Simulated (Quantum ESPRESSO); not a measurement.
A calculation with Quantum ESPRESSO 7.5 of AlAu (native input, structure typed inline):

File pw.in:

```
&CONTROL
  calculation = 'scf'
  prefix = 'pwscf'
  outdir = './tmp'
  pseudo_dir = './pseudo'
  tprnfor = .true.
  tstress = .true.
  disk_io = 'low'
/
&SYSTEM
  ibrav = 0
  nat = 2
  ntyp = 2
  ecutwfc = 45
  ecutrho = 360
  nbnd = 13
  occupations = 'smearing'
  smearing = 'fd'
  degauss = 0.00367493
/
&ELECTRONS
  conv_thr = 4d-10
  electron_maxstep = 120
  mixing_beta = 0.5
/
ATOMIC_SPECIES
Au   196.9666 au_pbesol_v1.uspp.F.UPF
Al    26.9815 al_pbesol_v1.uspp.F.UPF
CELL_PARAMETERS angstrom
   3.2239420000    0.0000000000    0.0000000000
   0.0000000000    3.2239420000    0.0000000000
   0.0000000000    0.0000000000    3.2239420000
ATOMIC_POSITIONS crystal
Au     0.5000000000    0.5000000000    0.5000000000
Al     0.0000000000    0.0000000000    0.0000000000
K_POINTS automatic
8 8 8 0 0 0
```

The input pp_density.in:

```
&INPUTPP
  prefix = 'pwscf'
  outdir = './tmp'
  filplot = 'density.dat'
  plot_num = 0
/
&PLOT
  nfile = 1
  filepp(1) = 'density.dat'
  iflag = 3
  output_format = 6
  fileout = 'density.cube'
/
```

Contents of pp_potential.in:

```
&INPUTPP
  prefix = 'pwscf'
  outdir = './tmp'
  filplot = 'potential.dat'
  plot_num = 11
/
&PLOT
  nfile = 1
  filepp(1) = 'potential.dat'
  iflag = 3
  output_format = 6
  fileout = 'potential.cube'
/
```

Potentials or basis: GBRV 1.5 PBEsol.

Command:

```sh
$ OMP_NUM_THREADS=1 mpirun -n 2 pw.x -nk 2 -in pw.in > pw.out
$ OMP_NUM_THREADS=1 mpirun -n 1 pp.x -in pp_density.in > pp_density.out
$ OMP_NUM_THREADS=1 mpirun -n 1 pp.x -in pp_potential.in > pp_potential.out
```

The cell comes from a database or a generator and needn't be the stable form of this composition.

Question: Write the same calculation in another form: ASE script, structure from a POSCAR.

Answer: As run:

run.py

```python
import numpy as np
from ase.calculators.espresso import Espresso, EspressoProfile
from ase.io import read

atoms = read('POSCAR')

input_data = {
    'control': {'calculation': 'scf', 'prefix': 'pwscf', 'outdir': './tmp', 'tprnfor': True, 'tstress': True, 'disk_io': 'nowf'},
    'system': {'ecutwfc': 45.0, 'ecutrho': 360.0, 'nbnd': 13, 'occupations': 'smearing', 'smearing': 'fd', 'degauss': 0.00367493},
    'electrons': {'conv_thr': 4e-10, 'electron_maxstep': 120, 'mixing_beta': 0.5},
}
pseudopotentials = {'Au': 'au_pbesol_v1.uspp.F.UPF', 'Al': 'al_pbesol_v1.uspp.F.UPF'}
profile = EspressoProfile(command='mpirun -n 2 pw.x -nk 2', pseudo_dir='pseudo')
dft = Espresso(profile=profile, input_data=input_data, pseudopotentials=pseudopotentials, kpts=(8, 8, 8), koffset=(0, 0, 0))
atoms.calc = dft

print(f'energy {atoms.get_potential_energy():.8f} eV')
print('forces (eV/A)')
print(np.round(atoms.get_forces(), 6))
print('stress (eV/A^3, Voigt)')
print(np.round(atoms.get_stress(), 8))
print(f'Fermi level {dft.get_fermi_level():.4f} eV')
```

POSCAR

```
AlAu
1.0
    3.2239420000      0.0000000000      0.0000000000
    0.0000000000      3.2239420000      0.0000000000
    0.0000000000      0.0000000000      3.2239420000
Au Al
1 1
Direct
    0.5000000000      0.5000000000      0.5000000000
    0.0000000000      0.0000000000      0.0000000000
```

Potentials or basis: GBRV 1.5 PBEsol.

Command:

```sh
$ OMP_NUM_THREADS=1 python run.py
```

Both were run:

|  | native input, structure typed inline | ASE script, structure from a POSCAR |
| --- | --- | --- |
| Pressure | -5.3 GPa | -5.3 GPa |
| Band gap on the k mesh | none (metal or under the smearing width) | none (metal or under the smearing width) |

Keys that steer only the numerical path or the files written may differ.
